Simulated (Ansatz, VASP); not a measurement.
**One calculation of Al, two programs**

The input INCAR:

```
PREC     = Accurate       # precision mode
ENCUT    = 600            # plane-wave cutoff, eV
EDIFF    = 1E-6           # SCF threshold, eV
ISMEAR   = -1             # smearing method
SIGMA    = 0.05           # smearing width, eV
LREAL    = False          # projectors in reciprocal space
LASPH    = True           # aspherical terms in the spheres
NELM     = 80             # most SCF steps
ALGO     = Normal         # electronic algorithm
ISIF     = 3              # what is computed and relaxed
LWAVE    = False          # write WAVECAR
LCHARG   = False          # write CHGCAR
GGA      = B5             # functional
ALDAX    = 1.0          
AGGAX    = 1.0          
AGGAC    = 1.0          
ALDAC    = 0.0          
IBRION   = 2              # ionic algorithm
NSW      = 80             # ionic steps
EDIFFG   = -0.005         # ionic threshold
```

File KPOINTS:

```
Automatic mesh
0
Gamma
  11 11 11
```

Contents of POSCAR:

```
Al
1.0
    0.0000000000      2.0248050000      2.0248050000
    2.0248050000      0.0000000000      2.0248050000
    2.0248050000      2.0248050000      0.0000000000
Al
1
Direct
    0.0000000000      0.0000000000      0.0000000000
```

The input input.yaml:

```yaml
crystal:
  lattice:
    - [0.0, 2.024805, 2.024805]
    - [2.024805, 0.0, 2.024805]
    - [2.024805, 2.024805, 0.0]
  atoms:
    - { symbol: Al, position: [0.0, 0.0, 0.0] }
kpoints:
  mp_grid: { grid: [11, 11, 11] }
scf:
  occupations: { method: fermi_dirac, width: 0.05 }
hamiltonian:
  xc: blyp
  pseudopotentials: { kind: all_electron, lapw: { basis_error: 0.001 } }
output:
  forces: true
  stress: true
relax:
  f_tol: 0.005
  max_steps: 60
  cell: {}
```

Alike in both runs: task relaxation of cell and atoms; functional BLYP; k mesh 11 × 11 × 11; occupations fermi-dirac, width 0.05 eV; no spin polarisation.

|  | VASP | Ansatz |
| --- | --- | --- |
| version | VASP 6.6.1 | Ansatz 0.2.0 |
| potentials or method | VASP PAW PBE potentials, release 64 (Al) | all-electron LAPW, scalar-relativistic |
| plane-wave cutoff (eV) | 600 | see its input |

Ansatz gave:

```
relaxed volume (Å³/atom)                                     : 17.38
relaxed cell length with the largest relative difference (Å) : 2.907
energy change over the relaxation (meV/atom)                 : -7
```

**Question.** Which values does VASP return?

**Answer.** Relaxed volume (Å³/atom): 17.40; relaxed cell length with the largest relative difference (Å): 2.909; energy change over the relaxation (meV/atom): -8.

Ansatz ran all-electron here, so the differences hold the error of VASP's frozen core and of both bases.

Caveats: the PAW data sets were made with another functional, which shifts forces and pressure a little (VASP). Zero-point motion and thermal expansion aren't in these numbers.
